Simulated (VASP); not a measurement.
**Si (a cell with a defect): relaxation of the atoms with PBE**

The system is Si (a cell with a defect).

```
Si
1.0
    10.93800    0.00000    0.00000
     0.00000   10.93800    0.00000
     0.00000    0.00000   10.93800
Si
65
Direct
  0.50000 0.00000 0.00000
  0.75000 0.25000 0.00000
  0.75000 0.00000 0.25000
  0.00000 0.00000 0.00000
  0.25000 0.25000 0.00000
  0.50000 0.50000 0.00000
  0.75000 0.75000 0.00000
  0.25000 0.00000 0.25000
  0.50000 0.25000 0.25000
  0.75000 0.50000 0.25000
  0.50000 0.00000 0.50000
  0.75000 0.25000 0.50000
  0.75000 0.00000 0.75000
  0.00000 0.50000 0.00000
  0.25000 0.75000 0.00000
  0.00000 0.25000 0.25000
  0.25000 0.50000 0.25000
  0.50000 0.75000 0.25000
  0.00000 0.00000 0.50000
  0.25000 0.25000 0.50000
  0.50000 0.50000 0.50000
  0.75000 0.75000 0.50000
  0.25000 0.00000 0.75000
  0.50000 0.25000 0.75000
  0.75000 0.50000 0.75000
  0.00000 0.75000 0.25000
  0.00000 0.50000 0.50000
  0.25000 0.75000 0.50000
  0.00000 0.25000 0.75000
  0.25000 0.50000 0.75000
  0.50000 0.75000 0.75000
  0.00000 0.75000 0.75000
  0.62500 0.12500 0.12500
  0.87500 0.37500 0.12500
  0.87500 0.12500 0.37500
  0.12500 0.12500 0.12500
  0.37500 0.37500 0.12500
  0.62500 0.62500 0.12500
  0.87500 0.87500 0.12500
  0.37500 0.12500 0.37500
  0.62500 0.37500 0.37500
  0.87500 0.62500 0.37500
  0.62500 0.12500 0.62500
  0.87500 0.37500 0.62500
  0.87500 0.12500 0.87500
  0.12500 0.62500 0.12500
  0.37500 0.87500 0.12500
  0.12500 0.37500 0.37500
  0.37500 0.62500 0.37500
  0.62500 0.87500 0.37500
  0.12500 0.12500 0.62500
  0.37500 0.37500 0.62500
  0.62500 0.62500 0.62500
  0.87500 0.87500 0.62500
  0.37500 0.12500 0.87500
  0.62500 0.37500 0.87500
  0.87500 0.62500 0.87500
  0.12500 0.87500 0.37500
  0.12500 0.62500 0.62500
  0.37500 0.87500 0.62500
  0.12500 0.37500 0.87500
  0.37500 0.62500 0.87500
  0.62500 0.87500 0.87500
  0.12500 0.87500 0.87500
  0.25000 0.25000 0.25000
```

The cell was built by a generator and needn't be a form met in nature.

```
Program                : VASP 6.6.1
Task                   : relaxation of the atoms
Functional             : PBE
Potentials or basis    : VASP PAW PBE potentials, release 64 (Si)
Cutoff                 : 300 eV
k mesh                 : 2 × 2 × 2
Occupations            : fermi-dirac, width 0.05 eV
Spin                   : no spin polarisation
Further INCAR settings : ALGO = Normal; EDIFF = 1e-06; IBRION = 2; EDIFFG = -0.02; NSW = 60
```

| Property | Result |
| --- | --- |
| Energy gained by relaxing | 5.9 meV/atom |
| Ionic steps | 10 |
| Pressure after relaxing | 0.3 GPa |
| Largest force after relaxing | 0.014 eV/Å |
| Band gap on the k mesh | none (metal or under the smearing width) |

Forces on the atoms (eV/Å):
```
Si  -0.008  0.008  0.008
Si   0.000  0.000  0.001
Si   0.000  0.001  0.000
Si   0.000  0.000  0.000
Si   0.000  0.000  0.001
Si   0.000  0.000  0.000
Si   0.000  0.000  0.002
Si   0.000  0.001  0.000
Si  -0.001  0.000  0.000
Si   0.000 -0.001  0.000
Si   0.000  0.000  0.000
Si   0.000  0.000 -0.001
Si   0.000  0.002  0.000
Si   0.008 -0.008  0.008
Si   0.000  0.000  0.001
Si   0.001  0.000  0.000
Si   0.000 -0.001  0.000
Si  -0.001  0.000  0.000
Si   0.008  0.008 -0.008
Si   0.000  0.000 -0.001
Si  -0.008 -0.008 -0.008
Si   0.000  0.000 -0.002
Si   0.000  0.001  0.000
Si  -0.001  0.000  0.000
Si   0.000 -0.002  0.000
Si   0.001  0.000  0.000
Si   0.000  0.000  0.000
Si   0.000  0.000 -0.001
Si   0.001  0.000  0.000
Si   0.000 -0.001  0.000
Si  -0.002  0.000  0.000
Si   0.002  0.000  0.000
Si  -0.005  0.002  0.002
Si   0.005 -0.002  0.002
Si   0.005  0.002 -0.002
Si  -0.002 -0.002 -0.002
Si   0.002  0.002 -0.002
Si   0.001  0.001  0.013
Si  -0.001 -0.001  0.013
Si   0.002 -0.002  0.002
Si  -0.005 -0.002 -0.002
Si  -0.001  0.001 -0.013
Si   0.001  0.013  0.001
Si  -0.001 -0.013  0.001
Si  -0.001  0.013 -0.001
Si   0.002 -0.005  0.002
Si  -0.002  0.005  0.002
Si  -0.002  0.002  0.002
Si  -0.002 -0.005 -0.002
Si   0.001 -0.001 -0.013
Si   0.002  0.002 -0.005
Si  -0.002 -0.002 -0.005
Si   0.000  0.000  0.000
Si   0.000  0.000  0.000
Si  -0.002  0.002  0.005
Si   0.001 -0.013 -0.001
Si   0.000  0.000  0.000
Si   0.002  0.005 -0.002
Si   0.013  0.001  0.001
Si  -0.013 -0.001  0.001
Si   0.002 -0.002  0.005
Si  -0.013  0.001 -0.001
Si   0.000  0.000  0.000
Si   0.013 -0.001 -0.001
Si   0.000  0.000  0.000
```

The path:
```csv
step,energy change (eV),largest force (eV/Å),pressure (GPa)
1,0.0000,1.0686,0.55
2,-0.2392,0.5201,0.41
3,-0.2796,0.6045,0.36
4,-0.3573,0.1822,0.34
5,-0.3686,0.1169,0.33
6,-0.3796,0.0462,0.32
7,-0.3800,0.0426,0.32
8,-0.3823,0.0280,0.31
9,-0.3830,0.0365,0.31
10,-0.3836,0.0144,0.31
```

Final structure:
```xyz
65
Lattice="10.9380 0.0000 0.0000 0.0000 10.9380 0.0000 0.0000 0.0000 10.9380" Properties=species:S:1:pos:R:3 pbc="T T T"
Si    5.4756   10.9314   10.9314
Si    8.2035    2.7345   10.9358
Si    8.2035   10.9358    2.7345
Si   10.8764   10.8764   10.8764
Si    2.7345    2.7345   10.9029
Si    5.5306    5.5306   10.8764
Si    8.2035    8.2035   10.9319
Si    2.7345   10.9029    2.7345
Si    5.5041    2.7345    2.7345
Si    8.2035    5.4712    2.7345
Si    5.5306   10.8764    5.5306
Si    8.2035    2.7345    5.4712
Si    8.2035   10.9319    8.2035
Si   10.9314    5.4756   10.9314
Si    2.7345    8.2035   10.9358
Si   10.9029    2.7345    2.7345
Si    2.7345    5.5041    2.7345
Si    5.4712    8.2035    2.7345
Si   10.9314   10.9314    5.4756
Si    2.7345    2.7345    5.5041
Si    5.4756    5.4756    5.4756
Si    8.2035    8.2035    5.4751
Si    2.7345   10.9358    8.2035
Si    5.4712    2.7345    8.2035
Si    8.2035    5.4751    8.2035
Si   10.9358    8.2035    2.7345
Si   10.8764    5.5306    5.5306
Si    2.7345    8.2035    5.4712
Si   10.9358    2.7345    8.2035
Si    2.7345    5.4712    8.2035
Si    5.4751    8.2035    8.2035
Si   10.9319    8.2035    8.2035
Si    6.8428    1.3532    1.3532
Si    9.5642    4.1158    1.3532
Si    9.5642    1.3532    4.1158
Si    1.3038    1.3038    1.3038
Si    4.1652    4.1652    1.3038
Si    6.8498    6.8498    1.3729
Si    9.5572    9.5572    1.3729
Si    4.1652    1.3038    4.1652
Si    6.8428    4.1158    4.1158
Si    9.5572    6.8498    4.0961
Si    6.8498    1.3729    6.8498
Si    9.5572    4.0961    6.8498
Si    9.5572    1.3729    9.5572
Si    1.3532    6.8428    1.3532
Si    4.1158    9.5642    1.3532
Si    1.3038    4.1652    4.1652
Si    4.1158    6.8428    4.1158
Si    6.8498    9.5572    4.0961
Si    1.3532    1.3532    6.8428
Si    4.1158    4.1158    6.8428
Si    6.8378    6.8378    6.8378
Si    9.5692    9.5692    6.8378
Si    4.1158    1.3532    9.5642
Si    6.8498    4.0961    9.5572
Si    9.5692    6.8378    9.5692
Si    1.3532    9.5642    4.1158
Si    1.3729    6.8498    6.8498
Si    4.0961    9.5572    6.8498
Si    1.3532    4.1158    9.5642
Si    4.0961    6.8498    9.5572
Si    6.8378    9.5692    9.5692
Si    1.3729    9.5572    9.5572
Si    2.7345    2.7345    2.7345
```

Levels at points of the mesh, in eV from the Fermi level:
```csv
k point,band 126,band 127,band 128,band 129,band 130,band 131,band 132,band 133
"(0.00, 0.00, 0.00)",-1.88,-0.76,-0.76,-0.76,-0.15,-0.15,-0.15,0.00
"(0.50, 0.00, 0.00)",-1.59,-1.53,-1.53,-1.31,-0.16,0.10,0.19,0.56
"(0.50, 0.50, 0.00)",-1.04,-1.04,-1.04,-1.02,0.10,0.30,0.30,0.64
"(0.50, 0.50, 0.50)",-1.47,-1.42,-1.42,-1.42,0.09,0.09,0.09,0.60
```

It took 34 min on 1 thread of Intel(R) Xeon(R) 6975P-C (Granite Rapids) (shared host), peak memory 0.72 GiB.

Caveat: the cutoff is under 1.25 times the usual one of these potentials, so pressure, stress and relaxed cells hold a basis-set (Pulay) error.
